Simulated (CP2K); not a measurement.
# BaTiO3 (P1) in CP2K: a series of runs, part 3 of 3

CP2K 2026.2. Earlier steps stand in the parts before.

**4. Band structure, PBEsol (all atoms moved at random)**

Input file batio3_bands.inp:

```
&GLOBAL
  PROJECT batio3_bands
  RUN_TYPE ENERGY_FORCE
  PRINT_LEVEL LOW
&END GLOBAL
&FORCE_EVAL
  METHOD QS
  STRESS_TENSOR ANALYTICAL
  &DFT
    BASIS_SET_FILE_NAME BASIS_MOLOPT
    POTENTIAL_FILE_NAME GTH_POTENTIALS
    &MGRID
      CUTOFF 600
      REL_CUTOFF 60
      NGRIDS 4
    &END MGRID
    &QS
      METHOD GPW
      EPS_DEFAULT 1.0E-10
    &END QS
    &KPOINTS
      SCHEME MONKHORST-PACK 7 7 7
      GAMMA_CENTERED T
      SYMMETRY T
      SYMMETRY_BACKEND SPGLIB
    &END KPOINTS
    &SCF
      SCF_GUESS ATOMIC
      EPS_SCF 1.0E-6
      MAX_SCF 100
      ADDED_MOS 19
      CHOLESKY OFF
      EPS_EIGVAL 1.0E-7
      &DIAGONALIZATION ON
        ALGORITHM STANDARD
      &END DIAGONALIZATION
      &MIXING ON
        METHOD BROYDEN_MIXING
        ALPHA 0.4
        BETA 1.5
        NBUFFER 8
      &END MIXING
      &SMEAR ON
        METHOD FERMI_DIRAC
        ELECTRONIC_TEMPERATURE [K] 580.226
      &END SMEAR
    &END SCF
    &XC
      &XC_FUNCTIONAL
        &GGA_X_PBE_SOL
        &END GGA_X_PBE_SOL
        &GGA_C_PBE_SOL
        &END GGA_C_PBE_SOL
      &END XC_FUNCTIONAL
    &END XC
    &PRINT
      &KPOINTS ON
      &END KPOINTS
      &MULLIKEN ON
      &END MULLIKEN
      &MO ON
        ENERGIES T
        OCCUPATION_NUMBERS T
        &EACH
          QS_SCF 0
        &END EACH
        ADD_LAST NUMERIC
      &END MO
      &BAND_STRUCTURE
        FILE_NAME bands.bs
        ADDED_MOS 2
        &KPOINT_SET
          UNITS B_VECTOR
          NPOINTS 10
          SPECIAL_POINT GAMMA 0.00000000 0.00000000 0.00000000
          SPECIAL_POINT X 0.00000000 0.50000000 0.00000000
          SPECIAL_POINT M 0.50000000 0.50000000 0.00000000
          SPECIAL_POINT GAMMA 0.00000000 0.00000000 0.00000000
          SPECIAL_POINT R 0.50000000 0.50000000 0.50000000
          SPECIAL_POINT X 0.00000000 0.50000000 0.00000000
        &END KPOINT_SET
        &KPOINT_SET
          UNITS B_VECTOR
          NPOINTS 10
          SPECIAL_POINT M 0.50000000 0.50000000 0.00000000
          SPECIAL_POINT R 0.50000000 0.50000000 0.50000000
        &END KPOINT_SET
      &END BAND_STRUCTURE
    &END PRINT
  &END DFT
  &SUBSYS
    &CELL
      A 4.0073000000 0.0000000000 0.0000000000
      B 0.0000000000 4.0073000000 0.0000000000
      C 0.0000000000 0.0000000000 4.0073000000
      PERIODIC XYZ
    &END CELL
    &COORD
      Ba  2.0398337150 1.8244881052 2.0304137148
      Ti  3.7818296662 0.2804299323 3.8242164812
      O   2.0859395849 0.0273777935 0.2221324132
      O   0.0506804032 1.9714626451 0.2112792422
      O   0.0563166306 3.9108415240 1.7265581887
    &END COORD
    &KIND Ba
      BASIS_SET DZVP-MOLOPT-SR-GTH-q10
      POTENTIAL GTH-PBE-q10
    &END KIND
    &KIND Ti
      BASIS_SET DZVP-MOLOPT-SR-GTH-q12
      POTENTIAL GTH-PBE-q12
    &END KIND
    &KIND O
      BASIS_SET DZVP-MOLOPT-SR-GTH-q6
      POTENTIAL GTH-PBE-q6
    &END KIND
    &PRINT
      &ATOMIC_COORDINATES ON
      &END ATOMIC_COORDINATES
      &CELL ON
      &END CELL
    &END PRINT
  &END SUBSYS
  &PRINT
    &FORCES ON
    &END FORCES
    &STRESS_TENSOR ON
    &END STRESS_TENSOR
  &END PRINT
&END FORCE_EVAL
```

Potentials or basis: GTH_POTENTIALS Ba GTH-PBE-q10, Ti GTH-PBE-q12, O GTH-PBE-q6; DZVP-MOLOPT-SR-GTH basis.

Run with:

```bash
$ OMP_NUM_THREADS=1 mpirun -n 2 cp2k.psmp -i batio3_bands.inp -o batio3_bands.out
```

batio3_bands.out:

```text

 CP2K| version string:                                       CP2K version 2026.2
 CP2K| Input file name                                          batio3_bands.inp

 GLOBAL| Force Environment number                                              1
 GLOBAL| Basis set file name                                        BASIS_MOLOPT
 GLOBAL| Potential file name                                      GTH_POTENTIALS
 GLOBAL| MM Potential file name                                     MM_POTENTIAL
 GLOBAL| Coordinate file name                                      __STD_INPUT__
 GLOBAL| Method name                                                        CP2K
 GLOBAL| Project name                                               batio3_bands
 GLOBAL| Run type                                                   ENERGY_FORCE
 GLOBAL| FFT library                                                       FFTW3
 GLOBAL| Diagonalization library                                       ScaLAPACK
 GLOBAL| Cholesky decomposition library                                ScaLAPACK
 GLOBAL| DGEMM library                                                      BLAS
 GLOBAL| Direct generalized diagonalization requested                          F
 GLOBAL| Matrix multiplication library                                 ScaLAPACK
 GLOBAL| Global print level                                                  LOW
 GLOBAL| Total number of message passing processes                             2
 GLOBAL| Number of threads for this process                                    1
 GLOBAL| CPU model name                                                  UNKNOWN

 CELL| Volume [angstrom^3]:                                            64.351040
 CELL| Vector a [angstrom]:       4.007     0.000     0.000   |a| =     4.007300
 CELL| Vector b [angstrom]:       0.000     4.007     0.000   |b| =     4.007300
 CELL| Vector c [angstrom]:       0.000     0.000     4.007   |c| =     4.007300
 CELL| Angle (b,c), alpha [degree]:                                    90.000000
 CELL| Angle (a,c), beta  [degree]:                                    90.000000
 CELL| Angle (a,b), gamma [degree]:                                    90.000000
 CELL| Numerically orthorhombic:                                             YES
 CELL| Periodicity                                                           XYZ

 CELL_REF| Volume [angstrom^3]:                                        64.351040
 CELL_REF| Vector a [angstrom     4.007     0.000     0.000   |a| =     4.007300
 CELL_REF| Vector b [angstrom     0.000     4.007     0.000   |b| =     4.007300
 CELL_REF| Vector c [angstrom     0.000     0.000     4.007   |c| =     4.007300
 CELL_REF| Angle (b,c), alpha [degree]:                                90.000000
 CELL_REF| Angle (a,c), beta  [degree]:                                90.000000
 CELL_REF| Angle (a,b), gamma [degree]:                                90.000000
 CELL_REF| Numerically orthorhombic:                                         YES
 CELL_REF| Periodicity                                                       XYZ

[... 8 lines left out ...]
 TOTAL NUMBERS AND MAXIMUM NUMBERS

  Total number of            - Atomic kinds:                                   3
                             - Atoms:                                          5
                             - Shell sets:                                     5
                             - Shells:                                        29
                             - Primitive Cartesian functions:                 27
                             - Cartesian basis functions:                     88
                             - Spherical basis functions:                     79

  Maximum angular momentum of- Orbital basis functions:                        3
                             - Local part of the GTH pseudopotential:          2
                             - Non-local part of the GTH pseudopotential:      3

 MODULE QUICKSTEP: ATOMIC COORDINATES IN ANGSTROM

   Atom Kind Element         X             Y             Z       Z(eff)     Mass
      1    1 Ba   56      2.039834      1.824488      2.030414  10.0000 137.3270
      2    2 Ti   22      3.781830      0.280430      3.824216  12.0000  47.8670
[... 104 lines left out ...]
     8 Broy./Diag. 0.40E+00    2.4     0.00168745      -131.7689353882 -5.43E-03
     9 Broy./Diag. 0.40E+00    2.4     0.00115970      -131.7622100593  6.73E-03
    10 Broy./Diag. 0.40E+00    2.4     0.00020104      -131.7610969613  1.11E-03
    11 Broy./Diag. 0.40E+00    2.4     0.00009900      -131.7615827015 -4.86E-04
    12 Broy./Diag. 0.40E+00    2.4     0.00005214      -131.7615773851  5.32E-06
    13 Broy./Diag. 0.40E+00    2.4     0.00001411      -131.7615648634  1.25E-05
    14 Broy./Diag. 0.40E+00    2.4     0.00001098      -131.7616763888 -1.12E-04
    15 Broy./Diag. 0.40E+00    2.4     0.00000436      -131.7617243823 -4.80E-05
    16 Broy./Diag. 0.40E+00    2.4     0.00000174      -131.7617093541  1.50E-05
    17 Broy./Diag. 0.40E+00    2.4     0.00000090      -131.7617009138  8.44E-06

  *** SCF run converged in    17 steps ***

  Electronic density on regular grids:        -39.9999999998        0.0000000002
  Core density on regular grids:               39.9999999978       -0.0000000022
  Total charge density on r-space grids:       -0.0000000020
  Total charge density g-space grids:          -0.0000000020

  Overlap energy of the core charge distribution:               0.00000000000797
  Self energy of the core charge distribution:               -283.71747647941447
  Core Hamiltonian energy:                                     72.81424197012386
  Hartree energy:                                             100.62575697082593
  Exchange-correlation energy:                                -21.48422337539206
  Electronic entropic energy:                                  -0.00000000000022
  Fermi energy:                                                 0.36721253194441

  Total energy:                                              -131.76170091384898
  Total energy (extrapolated to T->0):                       -131.76170091384887

 MO| EIGENVALUES AND OCCUPATION NUMBERS FOR K POINT 1
 MO|
 MO|  Index      Eigenvalue [a.u.]        Eigenvalue [eV]             Occupation
 MO|      1              -1.798078             -48.928200               2.000000
 MO|      2              -0.880321             -23.954765               2.000000
 MO|      3              -0.878711             -23.910930               2.000000
 MO|      4              -0.873534             -23.770070               2.000000
 MO|      5              -0.613191             -16.685777               2.000000
 MO|      6              -0.295850              -8.050492               2.000000
[... 622 lines left out ...]
 MO|     38               1.126289              30.647888               0.000000
 MO|     39               1.274544              34.682098               0.000000
 MO| Sum:                                                              40.000000
 MO| E(Fermi):            0.367213 a.u.          9.992361 eV

 [... the levels of further k-points ...]

 !-----------------------------------------------------------------------------!
                     Mulliken Population Analysis

 #  Atom  Element  Kind  Atomic population                           Net charge
       1     Ba       1          8.658572                              1.341428
       2     Ti       2         11.666646                              0.333354
       3     O        3          6.533429                             -0.533429
       4     O        3          6.519600                             -0.519600
       5     O        3          6.621753                             -0.621753
 # Total charge                             40.000000                 -0.000000

 !-----------------------------------------------------------------------------!

 KPOINTS| Band Structure Calculation
 KPOINTS| Number of k-point sets                                               2
 KPOINTS| Number of added MOs/bands                                            2
 KPOINTS| Number of k-points in set    1                                      51
 KPOINTS| In units of b-vector [2pi/Bohr]
 KPOINTS| Special point     1       GAMMA     0.000000     0.000000     0.000000
 KPOINTS| Special point     2           X     0.000000     0.500000     0.000000
 KPOINTS| Special point     3           M     0.500000     0.500000     0.000000
 KPOINTS| Special point     4       GAMMA     0.000000     0.000000     0.000000
 KPOINTS| Special point     5           R     0.500000     0.500000     0.500000
 KPOINTS| Special point     6           X     0.000000     0.500000     0.000000
 KPOINTS| Number of k-points in set    2                                      11
 KPOINTS| In units of b-vector [2pi/Bohr]
 KPOINTS| Special point     1           M     0.500000     0.500000     0.000000
 KPOINTS| Special point     2           R     0.500000     0.500000     0.500000

 ENERGY| Total FORCE_EVAL ( QS ) energy [hartree]           -131.761697935258468

 FORCES| Atomic forces [hartree/bohr]
 FORCES|   Atom     x               y               z               |f|
 FORCES|      1 -2.00937871E-02  4.21966612E-02 -1.42811952E-02   4.88699399E-02
 FORCES|      2  4.92097509E-02 -6.39308515E-02  2.96149060E-02   8.59406541E-02
 FORCES|      3 -2.00340288E-02 -2.44316056E-03 -4.56597540E-02   4.99213830E-02
 FORCES|      4 -4.31980115E-03  1.05671369E-02 -4.36738705E-02   4.51412453E-02
 FORCES|      5 -3.83697380E-03  1.35128684E-02  7.30425197E-02   7.43809765E-02
 FORCES| Sum     9.25160081E-04 -9.73456000E-05 -9.57394158E-04
 FORCES| Total atomic force                                       1.33491607E-03

 STRESS| Analytical stress tensor [bar]
 STRESS|                        x                   y                   z
 STRESS|      x        1.42782305911E+05  -2.26308894869E+04   1.91845142247E+04
 STRESS|      y       -2.26308894869E+04   1.22219342115E+05  -1.27570496432E+04
 STRESS|      z        1.91845142247E+04  -1.27570496432E+04   5.04731005763E+03
 STRESS| 1/3 Trace                                             9.00163193609E+04
 STRESS| Determinant                                           2.83526336697E+13

 STRESS| Eigenvectors and eigenvalues of the analytical stress tensor [bar]
 STRESS|                        1                   2                   3
 STRESS| Eigenvalues   1.63834931910E+03   1.07644917608E+05   1.60765691156E+05
 STRESS|      x          -0.121328107011      0.542624456974      0.831166763738
 STRESS|      y           0.081885887611      0.839970135862     -0.536418560707
 STRESS|      z           0.989229089675     -0.002978179665      0.146345271828
```

Run time: 48 s. Hardware: 2 MPI ranks of Arm Neoverse V1, shared host.

Results:

- Free energy: -3585.4181 eV
- Pressure: 9.0 GPa
- Largest force: 4.419 eV/Å
- Band gap on the k mesh: 2.73 eV, indirect (least direct gap 2.87 eV)
- Band gap along the path: 2.69 eV, indirect (least direct gap 2.81 eV)
- Mulliken charges: Ba +1.34; Ti +0.33; O -0.53, -0.52, -0.62 e

Forces on the atoms (eV/Å):
```
Ba  -1.033  2.170 -0.734
Ti   2.530 -3.287  1.523
O   -1.030 -0.126 -2.348
O   -0.222  0.543 -2.246
O   -0.197  0.695  3.756
```

Levels at the corners of the path, in eV from the valence-band top:
| point | band 18 | band 19 | band 20 | band 21 | band 22 | band 23 |
| --- | --- | --- | --- | --- | --- | --- |
| Γ | -1.18 | -0.64 | -0.46 | 2.70 | 3.04 | 3.28 |
| X | -1.56 | -1.12 | -0.86 | 2.89 | 3.20 | 4.02 |
| M | -0.84 | -0.53 | -0.41 | 3.31 | 3.49 | 4.14 |
| Γ | -1.18 | -0.64 | -0.46 | 2.70 | 3.04 | 3.28 |
| R | -0.69 | -0.02 | 0.00 | 2.81 | 3.72 | 4.09 |
| X | -1.56 | -1.12 | -0.86 | 2.89 | 3.20 | 4.02 |
| M | -0.84 | -0.53 | -0.41 | 3.31 | 3.49 | 4.14 |
| R | -0.69 | -0.02 | 0.00 | 2.81 | 3.72 | 4.09 |

Caveat: Mulliken charges move with the basis; the potentials were made for another functional, which shifts forces and pressure; spin-orbit coupling is left out, which moves the levels of the heavy elements; the basis of atomic orbitals isn't converged, which shifts pressures, moduli and gaps.

**5. Band structure, PBEsol, spin-orbit coupling, no magnetisation (all atoms moved at random)**

Edit batio3_bands.inp of step 4 so:

```diff
@@ -10,3 +10,3 @@
     BASIS_SET_FILE_NAME BASIS_MOLOPT
-    POTENTIAL_FILE_NAME GTH_POTENTIALS
+    POTENTIAL_FILE_NAME GTH_SOC_POTENTIALS
     &MGRID
@@ -23,4 +23,2 @@
       GAMMA_CENTERED T
-      SYMMETRY T
-      SYMMETRY_BACKEND SPGLIB
     &END KPOINTS
@@ -68,24 +66,19 @@
       &END MO
-      &BAND_STRUCTURE
-        FILE_NAME bands.bs
-        ADDED_MOS 2
-        &KPOINT_SET
-          UNITS B_VECTOR
-          NPOINTS 10
-          SPECIAL_POINT GAMMA 0.00000000 0.00000000 0.00000000
-          SPECIAL_POINT X 0.00000000 0.50000000 0.00000000
-          SPECIAL_POINT M 0.50000000 0.50000000 0.00000000
-          SPECIAL_POINT GAMMA 0.00000000 0.00000000 0.00000000
-          SPECIAL_POINT R 0.50000000 0.50000000 0.50000000
-          SPECIAL_POINT X 0.00000000 0.50000000 0.00000000
-        &END KPOINT_SET
-        &KPOINT_SET
-          UNITS B_VECTOR
-          NPOINTS 10
-          SPECIAL_POINT M 0.50000000 0.50000000 0.00000000
-          SPECIAL_POINT R 0.50000000 0.50000000 0.50000000
-        &END KPOINT_SET
-      &END BAND_STRUCTURE
     &END PRINT
   &END DFT
+  &PROPERTIES
+    &BANDSTRUCTURE ON
+      &BANDSTRUCTURE_PATH
+        NPOINTS 10
+        SPECIAL_POINT GAMMA 0.00000000 0.00000000 0.00000000
+        SPECIAL_POINT X 0.00000000 0.50000000 0.00000000
+        SPECIAL_POINT M 0.50000000 0.50000000 0.00000000
+        SPECIAL_POINT GAMMA 0.00000000 0.00000000 0.00000000
+        SPECIAL_POINT R 0.50000000 0.50000000 0.50000000
+        SPECIAL_POINT X 0.00000000 0.50000000 0.00000000
+      &END BANDSTRUCTURE_PATH
+      &SOC ON
+      &END SOC
+    &END BANDSTRUCTURE
+  &END PROPERTIES
   &SUBSYS
```

Potentials or basis: GTH_SOC_POTENTIALS Ba GTH-PBE-q10, Ti GTH-PBE-q12, O GTH-PBE-q6; DZVP-MOLOPT-SR-GTH basis.

Run with:

```bash
$ OMP_NUM_THREADS=1 mpirun -n 2 cp2k.psmp -i batio3_bands.inp -o batio3_bands.out
```

It took 54 s on 2 MPI ranks of Arm Neoverse V1, shared host.

The run converged. Its results:

```
Free energy             : -3585.4181 eV
Pressure                : 9.0 GPa
Largest force           : 4.419 eV/Å
Band gap along the path : 2.62 eV, indirect (least direct gap 2.81 eV)
Mulliken charges        : Ba +1.34; Ti +0.33; O -0.53, -0.52, -0.62 e
```

Forces in eV/Å, atoms in the order of the input:
```
Ba  -1.033  2.170 -0.734
Ti   2.530 -3.287  1.523
O   -1.030 -0.126 -2.348
O   -0.222  0.543 -2.246
O   -0.197  0.695  3.756
```

Stress tensor (GPa, compression positive):
```
14.28 -2.26  1.92
-2.26 12.22 -1.28
 1.92 -1.28  0.50
```

Caveat: Mulliken charges move with the basis; the potentials were made for another functional, which shifts forces and pressure; the basis of atomic orbitals isn't converged, which shifts pressures, moduli and gaps.

**6. Summary**

```tsv
level	potentials or basis	spin	k points reduced by the point group	soc after scf	gap on the mesh (eV)	pressure (GPa)	largest force (eV/Å)
PBE	GTH_POTENTIALS Ba GTH-PBE-q10, Ti GTH-PBE-q12, O GTH-PBE-q6; DZVP-MOLOPT-SR-GTH basis	off	yes	-	2.73	14.5	4.45
PBE	GTH_SOC_POTENTIALS Ba GTH-PBE-q10, Ti GTH-PBE-q12, O GTH-PBE-q6; DZVP-MOLOPT-SR-GTH basis	SOC, no magnetisation	-	yes	-	14.5	4.45
PBEsol	GTH_POTENTIALS Ba GTH-PBE-q10, Ti GTH-PBE-q12, O GTH-PBE-q6; DZVP-MOLOPT-SR-GTH basis	off	yes	-	2.73	9.0	4.42
PBEsol	GTH_SOC_POTENTIALS Ba GTH-PBE-q10, Ti GTH-PBE-q12, O GTH-PBE-q6; DZVP-MOLOPT-SR-GTH basis	SOC, no magnetisation	-	yes	-	9.0	4.42
```

Alike in all rows: task band structure; cell all atoms moved at random; k mesh 7 × 7 × 7; smearing fermi-dirac 0.05 eV.

Caveats: the basis of atomic orbitals isn't converged, which shifts pressures, moduli and gaps; spin-orbit coupling is left out, which moves the levels of the heavy elements (some runs); forces of over 1 eV/Å show positions far from the minimum, so gaps and moduli don't describe the material at rest (some runs); the potentials were made for another functional, which shifts forces and pressure (some runs).

Absolute energies hang on the potentials; compare differences alone.
